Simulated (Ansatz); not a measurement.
**TaC: how the settings move a relaxation**

How sensitive is a relaxation of TaC to its settings? A reference run comes first, then one run with altered input.

The COD entry's cell or inner coordinates are ideal or old and differ from later refinements, so a difference from it is no clean test against experiment.

Computed with Ansatz 0.2.0 (reference: DFT, PBEsol, PAW with Ansatz's default frozen-core files, scalar-relativistic; relaxation of cell and atoms, unless a step's input says otherwise).

1 further run of the same task is left out (it didn't finish).

## Step 1: Starting point

It takes space group Fm-3m (No. 225, cubic). Conventional cell: a = 4.446 Å, b = 4.446 Å, c = 4.446 Å, α = 90.00°, β = 90.00°, γ = 90.00°. Around Ta (site symmetry m-3m) lie 6 C at 2.22 Å. C (site symmetry m-3m) is surrounded by 6 Ta at 2.22 Å.

Coordinates:

```
CELL_PARAMETERS angstrom
0.00000 2.22300 2.22300
2.22300 0.00000 2.22300
2.22300 2.22300 0.00000
ATOMIC_POSITIONS crystal
Ta 0.00000 0.00000 0.00000
C 0.50000 0.50000 0.50000
```

## Step 2: Reference

The input, input.yaml:

```yaml
crystal:
  lattice:
    - [0.0, 2.223, 2.223]
    - [2.223, 0.0, 2.223]
    - [2.223, 2.223, 0.0]
  atoms:
    - { symbol: Ta, position: [0.0, 0.0, 0.0] }
    - { symbol: C, position: [0.5, 0.5, 0.5] }
kpoints:
  mp_grid: { grid: [12, 12, 12] }
scf:
  occupations: { method: fermi_dirac, width: 0.1 }
hamiltonian:
  xc: pbesol
  pseudopotentials: { kind: paw }
relax:
  f_tol: 0.002
  max_steps: 80
  cell: {}
output:
  forces: true
  stress: true
```

Command:

```console
> ansatz run input.yaml --threads 1 --pin off --max-ram 3072MiB --backend cpu --events-out ev --progress --plain --runs-dir out
```

## Step 3: Changing settings: mixing.algorithm anderson, mixing.beta 0.3, mixing.ndim 2

Edit input.yaml of step 2 so:

```diff
@@ -12,2 +12,3 @@
   occupations: { method: fermi_dirac, width: 0.1 }
+  mixing: { algorithm: anderson, beta: 0.3, ndim: 2 }
 hamiltonian:
```

**Question.** What will these runs give? Wanted: for each run, ending; energy change; pressure; gap; force.

**Answer**, as computed:

```csv
run,ending,energy change,pressure (GPa),gap (eV),force (eV/Å),cycles,time
reference,converged,0,0.0,0.00,0.00,26,4.4 s
"1: mixing.algorithm anderson, mixing.beta 0.3, mixing.ndim 2",converged,0.0 meV/atom,0.0,0.00,0.00,27,4.5 s
```

What this shows: Same state: the changed mixing leaves the energy within 0.5 meV/atom. Cost: 27 SCF cycles against 26.
